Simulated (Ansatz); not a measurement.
A (110) slab of BP (F-43m (No. 216)), 7 planes, outer planes BP (top) and BP (bottom), with 14 atoms (B7P7) in a surface cell of A = 14.628 Å², as cut from the bulk:

```xyz
14
Lattice="3.2161 0.0000 0.0000 0.0000 4.5483 0.0000 0.0000 0.0000 24.6484" Properties=species:S:1:pos:R:3 pbc="T T T"
B     1.6081    2.2742    7.5000
P     0.0000    1.1371    7.5000
B     0.0000    0.0000    9.1081
P     1.6081    3.4112    9.1081
B     1.6081    2.2742   10.7161
P     0.0000    1.1371   10.7161
B     0.0000    0.0000   12.3242
P     1.6081    3.4112   12.3242
B     1.6081    2.2742   13.9323
P     0.0000    1.1371   13.9323
B     0.0000    0.0000   15.5403
P     1.6081    3.4112   15.5403
B     1.6081    2.2742   17.1484
P     0.0000    1.1371   17.1484
```

Computed with Ansatz, DFT PBE, scalar-relativistic, plane waves, PAW. Settings: cutoff 420 eV, Γ-centred mesh 8×6×1 on the computed 14-atom cell, Gaussian smearing of 0.05 eV; no spin polarisation.

Against the same 14 atoms in the bulk, the slab as cut lies 5.136 eV higher and the relaxed slab 3.578 eV higher.

(1) Work out the surface energy before and after relaxation.

(2) What is the ideal work of this cut, per area?

## Answers

(1) The slab has two faces, so γ = (E_slab − N·E_bulk)/(2A), the mean of both. As cut: 5.136/(2 × 14.628) = 0.1756 eV/Å², and 1 eV/Å² = 16.02 J/m², so γ = 2.81 J/m². Relaxed: 3.578/(2 × 14.628) = 0.1223 eV/Å² = 1.96 J/m². Relaxation recovers 30 % of the cost of cutting.

(2) Griffith's ideal work is 2γ: 5.62 J/m² if the new faces stay rigid, 3.92 J/m² if they relax. One thickness was run, 7 planes, so γ can still shift with it.

Cleaving BP along (110) is costly because it cuts strong, short, largely covalent B–P bonds, yet relaxation recovers 30 % of that cost. The plane is nonpolar: each face exposes boron and phosphorus in equal numbers, and every surface atom loses a single bond. The two faces are equivalent by symmetry, so the mean surface energy is also that of each face.

The large energy gain probably comes from the buckling familiar from zincblende (110) surfaces. Boron moves inward towards planar, sp²-like bonding and empties its dangling orbital, while phosphorus stays pyramidal and holds a lone pair. This pairs the electrons left by the cut without needing new surface bonds or a change in stoichiometry. The drop from 5.62 to 3.92 J/m² therefore reflects electronic and structural healing of the new faces, and the lower value is the relevant thermodynamic limit for slow, reversible separation into these surfaces. Whether (110) is the preferred cleavage plane does not follow without the corresponding energies for other orientations.
